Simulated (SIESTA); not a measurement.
Here is a SIESTA 5.4.2 calculation.

Contents of CdS.fdf:

```
SystemName                      Greenockite
SystemLabel                     CdS
NumberOfSpecies                 2
NumberOfAtoms                   4
%block ChemicalSpeciesLabel
  1  48 Cd
  2  16 S
%endblock ChemicalSpeciesLabel

LatticeConstant                 1.0 Ang
%block LatticeVectors
     4.1500000000     0.0000000000     0.0000000000
    -2.0750000000     3.5940054257     0.0000000000
     0.0000000000     0.0000000000     6.7370000000
%endblock LatticeVectors
AtomicCoordinatesFormat         Fractional
%block AtomicCoordinatesAndAtomicSpecies
     0.6666666667     0.3333333333     0.5000000000  1  Cd
     0.3333333333     0.6666666667     0.0000000000  1  Cd
     0.6666666667     0.3333333333     0.8750000000  2  S
     0.3333333333     0.6666666667     0.3750000000  2  S
%endblock AtomicCoordinatesAndAtomicSpecies

%block kgrid.MonkhorstPack
    7   0   0  0.0
    0   7   0  0.0
    0   0   4  0.0
%endblock kgrid.MonkhorstPack
XC.Functional                   GGA
XC.Authors                      RPBE
PAO.BasisSize                   DZP
PAO.EnergyShift                 0.002 Ry
Mesh.Cutoff                     800 Ry
OccupationFunction              FD
ElectronicTemperature           0.05 eV
MaxSCFIterations                120
SCF.MustConverge                false
SCF.Mixer.Method                Pulay
SCF.Mixer.Weight                0.25
SCF.Mixer.History               8
SCF.DM.Tolerance                5.0e-05
SCF.H.Tolerance                 1.0e-03 eV
WriteForces                     true
Charge.Mulliken                 end
MD.TypeOfRun                    Broyden
MD.Steps                        40
MD.MaxForceTol                  0.04 eV/Ang
MD.MaxDispl                     0.1 Ang
WriteCoorStep                   true
AtomCoorFormatOut               Fractional
MD.VariableCell                 true
MD.MaxStressTol                 0.1 GPa
```

Potentials or basis: PseudoDojo 0.4 standard (PBE files), DZP (energy shift 0.002 Ry).

Command:

```bash
$ siesta < CdS.fdf > CdS.out 2>&1
```

(1) Estimate the relaxed volume.

(2) Predict the space group after relaxing (to 0.05 Å).

(3) Predict the band gap on the k mesh.

Results:

(1) 27.29 Å³/atom.

(2) P6_3mc (No. 186).

(3) 1.35 eV, direct.

Caveat: semicore shells carry a single zeta, which can move pressures by several GPa and volumes by a few percent; the potentials were made for another functional, which shifts forces and pressure; an odd mesh through Γ misses points on the zone boundary, where band edges often lie; the basis of atomic orbitals isn't converged, which shifts pressures, moduli and gaps.
